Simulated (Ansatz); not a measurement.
## Band structure of Ge

```
Ge
1.0
     2.97596    0.00000    0.00000
    -1.48798    2.57726    0.00000
     0.00000    0.00000    5.05350
Ge
2
Direct
  0.33333 0.66667 0.25000
  0.66667 0.33333 0.75000
```

Atom numbers follow the list: Ge1, Ge2.

The structure comes from a relaxation in the same program, started in the hcp type, and has space group P6_3/mmc. Whether it is a known phase or the ground state wasn't checked.

Theory: DFT, PBE, all-electron LAPW, scalar-relativistic (Ansatz 0.2.0).

Settings: a Γ-centred 15×15×8 k mesh, Fermi–Dirac smearing of 0.05 eV, basis error target 0.5 meV/atom, no spin polarisation.

Points in fractions of the reciprocal vectors of this cell: Γ (0, 0, 0), M (0.5, 0, 0), K (0.333, 0.333, 0), A (0, 0, 0.5), L (0.5, 0, 0.5), H (0.333, 0.333, 0.5). The path joins them by straight lines in the order Γ–M–K–Γ–A–L–H–A–L; legs that retrace an earlier one aren't tabulated. Energies are in eV from the Fermi level.

Question: Metal or insulator at this level of theory?

Answer: No gap opens: metallic or semimetallic.

Question: Tabulate bands 18 to 25, counted from the lowest band of the run, along the path.

Answer: 
| k (1/Å) | point | band 18 | band 19 | band 20 | band 21 | band 22 | band 23 | band 24 | band 25 |
| --- | --- | --- | --- | --- | --- | --- | --- | --- | --- |
| 0.00 | Γ | -24.64 | -12.94 | -8.27 | -5.46 | 7.16 | 7.16 | 8.11 | 8.85 |
| 0.17 |  | -24.64 | -12.82 | -8.16 | -5.34 | 5.89 | 6.65 | 8.07 | 8.26 |
| 0.35 |  | -24.64 | -12.48 | -7.85 | -4.99 | 3.59 | 5.71 | 6.80 | 7.84 |
| 0.52 |  | -24.63 | -11.91 | -7.32 | -4.41 | 1.20 | 4.80 | 4.94 | 7.06 |
| 0.70 |  | -24.63 | -11.12 | -6.62 | -3.61 | -1.04 | 2.94 | 4.04 | 5.60 |
| 0.87 |  | -24.63 | -10.11 | -5.86 | -2.93 | -2.62 | 0.99 | 3.47 | 3.88 |
| 1.04 |  | -24.63 | -8.93 | -5.92 | -3.57 | -1.51 | -0.77 | 2.27 | 3.13 |
| 1.22 | M | -24.62 | -8.01 | -6.77 | -2.91 | -1.92 | -0.79 | 1.38 | 3.01 |
| 1.32 |  | -24.62 | -7.98 | -6.73 | -2.89 | -1.88 | -0.75 | 1.40 | 2.50 |
| 1.42 |  | -24.63 | -7.87 | -6.64 | -2.82 | -1.77 | -0.64 | 1.46 | 1.46 |
| 1.52 |  | -24.63 | -7.69 | -6.49 | -2.73 | -1.58 | -0.44 | 0.36 | 1.55 |
| 1.62 |  | -24.63 | -7.44 | -6.31 | -2.72 | -1.32 | -0.57 | -0.17 | 1.63 |
| 1.72 |  | -24.63 | -7.13 | -6.13 | -2.98 | -1.02 | -0.99 | 0.17 | 1.64 |
| 1.82 |  | -24.64 | -6.75 | -6.07 | -3.45 | -0.95 | -0.64 | 0.59 | 0.91 |
| 1.92 | K | -24.64 | -6.32 | -6.32 | -3.67 | -0.61 | -0.61 | 0.36 | 1.08 |
| 2.12 |  | -24.63 | -7.67 | -5.44 | -3.00 | -1.96 | -0.25 | 0.48 | 1.29 |
| 2.32 |  | -24.63 | -9.19 | -5.27 | -2.26 | -1.71 | -1.64 | 1.91 | 2.75 |
| 2.53 |  | -24.64 | -10.52 | -6.10 | -3.01 | -0.95 | 0.10 | 3.60 | 4.44 |
| 2.73 |  | -24.64 | -11.57 | -7.01 | -4.06 | 1.01 | 2.11 | 5.45 | 6.26 |
| 2.93 |  | -24.64 | -12.33 | -7.71 | -4.83 | 3.29 | 4.29 | 7.19 | 7.71 |
| 3.13 |  | -24.64 | -12.79 | -8.13 | -5.30 | 5.67 | 6.30 | 8.05 | 8.33 |
| 3.33 | Γ | -24.64 | -12.94 | -8.27 | -5.46 | 7.16 | 7.16 | 8.11 | 8.85 |
| 3.42 |  | -24.64 | -12.91 | -8.48 | -5.19 | 7.19 | 7.19 | 7.71 | 8.84 |
| 3.51 |  | -24.64 | -12.82 | -8.95 | -4.54 | 6.77 | 7.25 | 7.25 | 8.79 |
| 3.60 |  | -24.64 | -12.67 | -9.51 | -3.70 | 5.59 | 7.35 | 7.35 | 8.71 |
| 3.69 |  | -24.64 | -12.47 | -10.06 | -2.73 | 4.33 | 7.49 | 7.49 | 8.59 |
| 3.77 |  | -24.65 | -12.20 | -10.59 | -1.69 | 3.06 | 7.66 | 7.66 | 8.44 |
| 3.86 |  | -24.65 | -11.88 | -11.07 | -0.57 | 1.81 | 7.85 | 7.85 | 8.25 |
| 3.95 | A | -24.65 | -11.51 | -11.51 | 0.60 | 0.60 | 8.05 | 8.05 | 8.05 |
| 4.13 |  | -24.65 | -11.39 | -11.39 | 0.69 | 0.69 | 6.99 | 6.99 | 7.70 |
| 4.30 |  | -24.66 | -11.05 | -11.05 | 0.97 | 0.97 | 4.88 | 4.88 | 6.93 |
| 4.47 |  | -24.66 | -10.49 | -10.49 | 1.24 | 1.24 | 2.79 | 2.79 | 6.09 |
| 4.65 |  | -24.65 | -9.70 | -9.70 | 0.00 | 0.00 | 2.46 | 2.46 | 5.37 |
| 4.82 |  | -24.64 | -8.71 | -8.71 | -1.97 | -1.97 | 3.15 | 3.15 | 4.83 |
| 5.00 |  | -24.63 | -7.59 | -7.59 | -3.73 | -3.73 | 3.86 | 3.86 | 4.49 |
| 5.17 | L | -24.62 | -6.84 | -6.84 | -4.69 | -4.69 | 4.20 | 4.20 | 4.38 |
| 5.27 |  | -24.63 | -6.81 | -6.81 | -4.65 | -4.65 | 3.55 | 3.55 | 4.61 |
| 5.37 |  | -24.63 | -6.71 | -6.71 | -4.54 | -4.54 | 2.48 | 2.48 | 4.78 |
| 5.47 |  | -24.63 | -6.55 | -6.55 | -4.35 | -4.35 | 1.30 | 1.30 | 4.93 |
| 5.57 |  | -24.63 | -6.34 | -6.34 | -4.09 | -4.09 | 0.12 | 0.12 | 5.11 |
| 5.67 |  | -24.63 | -6.10 | -6.10 | -3.76 | -3.76 | -0.96 | -0.96 | 5.30 |
| 5.77 |  | -24.63 | -5.86 | -5.86 | -3.42 | -3.42 | -1.86 | -1.86 | 5.46 |
| 5.87 | H | -24.63 | -5.74 | -5.74 | -3.24 | -3.24 | -2.27 | -2.27 | 5.53 |
| 6.08 |  | -24.63 | -6.44 | -6.44 | -2.98 | -2.98 | -1.39 | -1.39 | 5.15 |
| 6.28 |  | -24.63 | -7.82 | -7.82 | -1.77 | -1.77 | 0.04 | 0.04 | 4.22 |
| 6.48 |  | -24.63 | -9.11 | -9.11 | -0.12 | -0.12 | 1.62 | 1.62 | 3.37 |
| 6.68 |  | -24.65 | -10.15 | -10.15 | 1.30 | 1.30 | 2.55 | 2.55 | 4.09 |
| 6.88 |  | -24.65 | -10.90 | -10.90 | 1.08 | 1.08 | 4.49 | 4.49 | 5.96 |
| 7.08 |  | -24.65 | -11.35 | -11.35 | 0.72 | 0.72 | 6.75 | 6.75 | 7.51 |
| 7.28 | A | -24.65 | -11.51 | -11.51 | 0.60 | 0.60 | 8.05 | 8.05 | 8.05 |
